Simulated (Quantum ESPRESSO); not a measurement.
# Ga2O3 (C2/m) in Quantum ESPRESSO: further runs, part 2 of 2

Quantum ESPRESSO 7.5. Earlier steps stand in the parts before.

## Step 3: Band structure, WC

pw.in reads:

```
&CONTROL
  calculation = 'scf'
  prefix = 'pwscf'
  outdir = './tmp'
  pseudo_dir = './pseudo'
  tprnfor = .true.
  tstress = .true.
  disk_io = 'low'
/
&SYSTEM
  ibrav = 0
  nat = 10
  ntyp = 2
  ecutwfc = 84
  nbnd = 57
  input_dft = 'wc'
  occupations = 'smearing'
  smearing = 'fd'
  degauss = 0.00367493
/
&ELECTRONS
  conv_thr = 2d-09
  electron_maxstep = 120
  mixing_beta = 0.5
/
ATOMIC_SPECIES
Ga    69.7230 Ga.upf
O     15.9990 O.upf
CELL_PARAMETERS angstrom
   6.1070000000   -1.5185500000    0.0000000000
   6.1070000000    1.5185500000    0.0000000000
  -1.3859888959    0.0000000000    5.6300087380
ATOMIC_POSITIONS crystal
Ga     0.3413400000    0.3413400000    0.6859800000
Ga     0.6586600000    0.6586600000    0.3140200000
Ga     0.9095000000    0.9095000000    0.2054000000
Ga     0.0905000000    0.0905000000    0.7946000000
O      0.5041000000    0.5041000000    0.7434000000
O      0.4959000000    0.4959000000    0.2566000000
O      0.8267000000    0.8267000000    0.4368000000
O      0.1733000000    0.1733000000    0.5632000000
O      0.8355000000    0.8355000000    0.8902000000
O      0.1645000000    0.1645000000    0.1098000000
K_POINTS automatic
6 6 4 0 0 0
```

bands.in reads:

```
&CONTROL
  calculation = 'bands'
  prefix = 'pwscf'
  outdir = './tmp'
  pseudo_dir = './pseudo'
  disk_io = 'low'
  verbosity = 'high'
/
&SYSTEM
  ibrav = 0
  nat = 10
  ntyp = 2
  ecutwfc = 84
  nbnd = 57
  input_dft = 'wc'
  occupations = 'smearing'
  smearing = 'fd'
  degauss = 0.00367493
/
&ELECTRONS
  conv_thr = 1d-08
  electron_maxstep = 120
  mixing_beta = 0.5
  diago_full_acc = .true.
/
ATOMIC_SPECIES
Ga    69.7230 Ga.upf
O     15.9990 O.upf
CELL_PARAMETERS angstrom
   6.1070000000   -1.5185500000    0.0000000000
   6.1070000000    1.5185500000    0.0000000000
  -1.3859888959    0.0000000000    5.6300087380
ATOMIC_POSITIONS crystal
Ga     0.3413400000    0.3413400000    0.6859800000
Ga     0.6586600000    0.6586600000    0.3140200000
Ga     0.9095000000    0.9095000000    0.2054000000
Ga     0.0905000000    0.0905000000    0.7946000000
O      0.5041000000    0.5041000000    0.7434000000
O      0.4959000000    0.4959000000    0.2566000000
O      0.8267000000    0.8267000000    0.4368000000
O      0.1733000000    0.1733000000    0.5632000000
O      0.8355000000    0.8355000000    0.8902000000
O      0.1645000000    0.1645000000    0.1098000000
K_POINTS crystal
60
 0.0000000000  0.5000000000  0.0000000000 1
 0.0000000000  0.4444444444  0.0000000000 1
 0.0000000000  0.3888888889  0.0000000000 1
 0.0000000000  0.3333333333  0.0000000000 1
 0.0000000000  0.2777777778  0.0000000000 1
 0.0000000000  0.2222222222  0.0000000000 1
 0.0000000000  0.1666666667  0.0000000000 1
 0.0000000000  0.1111111111  0.0000000000 1
 0.0000000000  0.0555555556  0.0000000000 1
 0.0000000000  0.0000000000  0.0000000000 1
 0.0000000000  0.0000000000 -0.1250000000 1
 0.0000000000  0.0000000000 -0.2500000000 1
 0.0000000000  0.0000000000 -0.3750000000 1
 0.0000000000  0.0000000000 -0.5000000000 1
 0.0000000000  0.5000000000 -0.5000000000 1
 0.0000000000  0.4545454545 -0.4545454545 1
 0.0000000000  0.4090909091 -0.4090909091 1
 0.0000000000  0.3636363636 -0.3636363636 1
 0.0000000000  0.3181818182 -0.3181818182 1
 0.0000000000  0.2727272727 -0.2727272727 1
 0.0000000000  0.2272727273 -0.2272727273 1
 0.0000000000  0.1818181818 -0.1818181818 1
 0.0000000000  0.1363636364 -0.1363636364 1
 0.0000000000  0.0909090909 -0.0909090909 1
 0.0000000000  0.0454545455 -0.0454545455 1
 0.0000000000  0.0000000000  0.0000000000 1
-0.0833333333 -0.0833333333  0.0833333333 1
-0.1666666667 -0.1666666667  0.1666666667 1
-0.2500000000 -0.2500000000  0.2500000000 1
-0.3333333333 -0.3333333333  0.3333333333 1
-0.4166666667 -0.4166666667  0.4166666667 1
-0.5000000000 -0.5000000000  0.5000000000 1
-0.5000000000  0.0000000000  0.5000000000 1
-0.4545454545  0.0000000000  0.4545454545 1
-0.4090909091  0.0000000000  0.4090909091 1
-0.3636363636  0.0000000000  0.3636363636 1
-0.3181818182  0.0000000000  0.3181818182 1
-0.2727272727  0.0000000000  0.2727272727 1
-0.2272727273  0.0000000000  0.2272727273 1
-0.1818181818  0.0000000000  0.1818181818 1
-0.1363636364  0.0000000000  0.1363636364 1
-0.0909090909  0.0000000000  0.0909090909 1
-0.0454545455  0.0000000000  0.0454545455 1
 0.0000000000  0.0000000000  0.0000000000 1
-0.1000000000 -0.1000000000  0.0000000000 1
-0.2000000000 -0.2000000000  0.0000000000 1
-0.3000000000 -0.3000000000  0.0000000000 1
-0.4000000000 -0.4000000000  0.0000000000 1
-0.5000000000 -0.5000000000  0.0000000000 1
-0.5000000000  0.0000000000  0.0000000000 1
-0.4500000000  0.0000000000  0.0000000000 1
-0.4000000000  0.0000000000  0.0000000000 1
-0.3500000000  0.0000000000  0.0000000000 1
-0.3000000000  0.0000000000  0.0000000000 1
-0.2500000000  0.0000000000  0.0000000000 1
-0.2000000000  0.0000000000  0.0000000000 1
-0.1500000000  0.0000000000  0.0000000000 1
-0.1000000000  0.0000000000  0.0000000000 1
-0.0500000000  0.0000000000  0.0000000000 1
 0.0000000000  0.0000000000  0.0000000000 1
```

Potentials or basis: PseudoDojo 0.4.1 SR PBE standard.

Launch:

```bash
OMP_NUM_THREADS=1 pw.x -in pw.in > pw.out
OMP_NUM_THREADS=1 pw.x -in bands.in > bands.out
```

pw.out:

```text
This program is part of the open-source Quantum ESPRESSO suite
     for quantum simulation of materials; please cite
         "P. Giannozzi et al., J. Phys.:Condens. Matter 21 395502 (2009);
         "P. Giannozzi et al., J. Phys.:Condens. Matter 29 465901 (2017);
         "P. Giannozzi et al., J. Chem. Phys. 152 154105 (2020);
     in publications or presentations arising from this work. More details at

     IMPORTANT: XC functional enforced from input :
     Exchange-correlation= WC
                           (   1   4  11   4   0   0   0)
     Any further DFT definition will be discarded
     Please, verify this is what you really want

     Message from routine setup:
     using ibrav=0 with symmetry is DISCOURAGED, use correct ibrav instead

     G-vector sticks info
     --------------------
     sticks:   dense  smooth     PW     G-vecs:    dense   smooth      PW
     Sum        1767    1767    545                73341    73341   12377

     Using Slab Decomposition

     bravais-lattice index     =            0
     lattice parameter (alat)  =      11.8920  a.u.
     unit-cell volume          =     704.6812 (a.u.)^3
     number of atoms/cell      =           10
     number of atomic types    =            2
     number of electrons       =        88.00
     number of Kohn-Sham states=           57
     kinetic-energy cutoff     =      84.0000  Ry
     charge density cutoff     =     336.0000  Ry
     scf convergence threshold =      2.0E-09
     mixing beta               =       0.5000
     number of iterations used =            8  plain     mixing
     Exchange-correlation= WC
                           (   1   4  11   4   0   0   0)

     celldm(1)=  11.891986  celldm(2)=   0.000000  celldm(3)=   0.000000
     celldm(4)=   0.000000  celldm(5)=   0.000000  celldm(6)=   0.000000

     crystal axes: (cart. coord. in units of alat)
               a(1) = (   0.970448  -0.241309   0.000000 )
               a(2) = (   0.970448   0.241309   0.000000 )
               a(3) = (  -0.220244   0.000000   0.894651 )

     reciprocal axes: (cart. coord. in units 2 pi/alat)
               b(1) = (  0.515226 -2.072032  0.126838 )
[... 657 lines left out ...]
    -3.8988  -3.8724  -3.8336  -3.8037  -3.7882  -3.7853  -3.7682  -3.7020
    -3.6660  -3.6470  -3.5706  -3.5448  -3.5125  -3.5067  -3.4538  -3.2869
    -2.8275  -2.7379   3.0033   3.1490   3.2767   3.3903   4.4470   4.4972
     4.8618   5.4314   5.9041   6.2847   6.5099   6.5832   7.4679   7.7337
     7.7512   8.0205   8.0702   8.5459  15.5600  15.7176  16.3798  16.4569
    17.5863  17.8421  18.8584  18.9446  20.4519  20.4900  20.8471  20.9947
    21.1239

          k =-0.5152 0.0000-0.1268 (  9172 PWs)   bands (ev):

    -9.6455  -9.4970  -8.8154  -8.4094  -8.2147  -8.2002  -4.0835  -4.0374
    -4.0239  -3.9832  -3.8557  -3.8511  -3.8458  -3.8132  -3.7880  -3.7470
    -3.6757  -3.6493  -3.6369  -3.6309  -3.5621  -3.5156  -3.5113  -3.4447
    -3.3349  -2.6078   1.8433   2.6484   4.1327   4.7355   5.7193   6.1310
     6.3795   6.6431   6.8117   6.9226   7.3777   7.4042   7.6681   7.8193
     8.2300   8.2356   8.4869   8.7561  13.4206  13.6653  14.6161  15.4131
    16.7926  17.1250  18.0593  18.3763  19.8297  20.9464  21.3006  21.9638
    22.3412

          k =-0.5152 0.0000 0.1526 (  9183 PWs)   bands (ev):

    -9.6333  -9.3493  -8.9083  -8.4892  -8.3323  -8.1133  -4.0707  -4.0384
    -4.0289  -3.9887  -3.9460  -3.8989  -3.8238  -3.8203  -3.7895  -3.7538
    -3.6700  -3.6610  -3.6417  -3.6121  -3.5638  -3.5268  -3.5110  -3.4596
    -3.1502  -2.6546   2.3036   2.9134   4.1534   4.6803   5.4232   5.8774
     5.8951   6.4379   6.8020   6.8036   7.1116   7.5883   7.8646   8.0789
     8.2078   8.2785   8.4002   8.8170  13.5531  14.1723  14.9134  15.1374
    16.0386  17.3292  18.0497  18.6179  20.1797  21.1526  21.5119  21.9063
    22.2977

          k =-0.5152 0.0000-0.6857 (  9190 PWs)   bands (ev):

    -9.5891  -9.1819  -8.9981  -8.6663  -8.3392  -8.0945  -4.0530  -4.0369
    -4.0359  -4.0190  -3.9684  -3.9650  -3.8314  -3.7809  -3.7724  -3.7537
    -3.7048  -3.6976  -3.6145  -3.6137  -3.5654  -3.5353  -3.5106  -3.4637
    -2.9462  -2.7510   3.1569   3.4423   3.6376   4.1947   5.2409   5.6929
     5.9347   6.1929   6.4475   6.7132   7.0534   7.6549   8.0107   8.2010
     8.2641   8.2956   8.3147   8.9061  14.0304  14.1525  15.0961  15.3861
    15.7697  16.3950  18.5438  19.0334  20.5364  20.9178  21.7583  21.9196
    22.0473

     the Fermi energy is    10.1268 ev

!    total energy              =    -809.43140644 Ry
     estimated scf accuracy    <          2.9E-10 Ry
     smearing contrib. (-TS)   =      -0.00000000 Ry
     internal energy E=F+TS    =    -809.43140644 Ry

     The total energy is F=E-TS. E is the sum of the following terms:
     one-electron contribution =    -255.40946584 Ry
     hartree contribution      =     208.91902438 Ry
     xc contribution           =    -217.23017158 Ry
     ewald contribution        =    -545.71079341 Ry

     convergence has been achieved in  11 iterations

     Forces acting on atoms (cartesian axes, Ry/au):

     atom    1 type  1   force =     0.00068798    0.00000000   -0.00256455
     atom    2 type  1   force =    -0.00068798   -0.00000000    0.00256455
     atom    3 type  1   force =    -0.00300375   -0.00000000   -0.00210225
     atom    4 type  1   force =     0.00300375   -0.00000000    0.00210225
     atom    5 type  2   force =    -0.00534241    0.00000000   -0.00117471
     atom    6 type  2   force =     0.00534241   -0.00000000    0.00117471
     atom    7 type  2   force =    -0.00085676    0.00000000    0.00257402
     atom    8 type  2   force =     0.00085676    0.00000000   -0.00257402
     atom    9 type  2   force =    -0.00429778    0.00000000    0.00174564
     atom   10 type  2   force =     0.00429778   -0.00000000   -0.00174564

     Total force =     0.012593     Total SCF correction =     0.000027

     Computing stress (Cartesian axis) and pressure

          total   stress  (Ry/bohr**3)                   (kbar)     P=       32.22
   0.00021566  -0.00000000   0.00000547           31.72       -0.00        0.80
  -0.00000000   0.00025453  -0.00000000           -0.00       37.44       -0.00
   0.00000547  -0.00000000   0.00018697            0.80       -0.00       27.50

=------------------------------------------------------------------------------=
   JOB DONE.
=------------------------------------------------------------------------------=
```

Run time: 25 min. Hardware: 1 thread of Arm Neoverse V1, shared host; peak memory 0.58 GiB.

What came out:

| Property | Result |
| --- | --- |
| Free energy | -11012.8753 eV |
| Pressure | 3.2 GPa |
| Largest force | 0.141 eV/Å |
| Band gap on the k mesh | 2.32 eV, indirect (least direct gap 2.34 eV) |
| Band gap along the path | 2.32 eV, indirect (least direct gap 2.34 eV) |

Forces in eV/Å, atoms in the order of the input:
```
Ga   0.018  0.000 -0.066
Ga  -0.018  0.000  0.066
Ga  -0.077  0.000 -0.054
Ga   0.077  0.000  0.054
O   -0.137  0.000 -0.030
O    0.137  0.000  0.030
O   -0.022  0.000  0.066
O    0.022  0.000 -0.066
O   -0.111  0.000  0.045
O    0.111  0.000 -0.045
```

Stress tensor (GPa, compression positive):
```
3.17 0.00 0.08
0.00 3.74 0.00
0.08 0.00 2.75
```

Levels at the corners of the path, in eV from the valence-band top:
```csv
point,band 41,band 42,band 43,band 44,band 45,band 46,band 47,band 48
X,-0.77,-0.73,-0.47,-0.12,5.57,6.45,7.17,7.43
Γ,-0.65,-0.47,-0.28,-0.01,2.32,5.63,6.62,6.70
Y,-0.66,-0.62,-0.51,-0.30,4.71,4.83,6.66,7.16
L,-1.12,-1.06,-0.75,-0.65,6.84,6.88,7.77,7.97
Γ,-0.65,-0.47,-0.28,-0.01,2.32,5.63,6.62,6.70
Z,-0.64,-0.61,-0.59,0.00,5.12,5.25,6.19,6.48
N,-1.12,-1.06,-0.75,-0.65,6.84,6.88,7.77,7.97
Γ,-0.65,-0.47,-0.28,-0.01,2.32,5.63,6.62,6.70
M,-0.68,-0.67,-0.42,-0.15,4.51,4.76,5.71,6.51
R,-0.77,-0.73,-0.47,-0.12,5.57,6.45,7.17,7.43
Γ,-0.65,-0.47,-0.28,-0.01,2.32,5.63,6.62,6.70
```

Caveat: the potentials were made for another functional, which shifts forces and pressure.
